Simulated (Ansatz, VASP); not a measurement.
# Two plane-wave programs on AlPt

```
Al Pt
1.0
     4.66541    0.00000    0.00000
     0.00000    4.66541    0.00000
     0.00000    0.00000    4.66541
Al Pt
4 4
Direct
  0.84525 0.84525 0.84525
  0.65475 0.15475 0.34525
  0.34525 0.65475 0.15475
  0.15475 0.34525 0.65475
  0.15426 0.15426 0.15426
  0.34574 0.84574 0.65426
  0.65426 0.34574 0.84574
  0.84574 0.65426 0.34574
```

Alike in both runs: functional PBEsol; k mesh 8 × 8 × 8; occupations gaussian, width 0.1 eV; no spin polarisation.

Ansatz relaxed the structure, and its values are those at the end. VASP's run is a single point on that final structure, the one shown.

|  | VASP | Ansatz |
| --- | --- | --- |
| version | VASP 6.6.1 | Ansatz 0.2.0 |
| potentials or method | VASP PAW PBE potentials, release 64 (Al, Pt) | scalar-relativistic, plane waves, PAW |
| plane-wave cutoff (eV) | 520 | 420 |
| valence electrons in the cell | 52 | 84 |

|  | VASP | Ansatz | Ansatz less VASP |
| --- | --- | --- | --- |
| gap on the k mesh at the Fermi level (eV) | none | none | - |
| rms of the force components (eV/Å) | 0.009 | 0.007 | -0.0021 |

A gap of «none» marks a metal or a gap that the smearing closes. The two sets of potentials don't hold the same shells in valence. Ansatz warned: «stress_scf_threshold_loose».

Caveats: the PAW data sets were made with another functional, which shifts forces and pressure a little (VASP). The runs have no spin-orbit coupling, so splittings on Pt are missing.
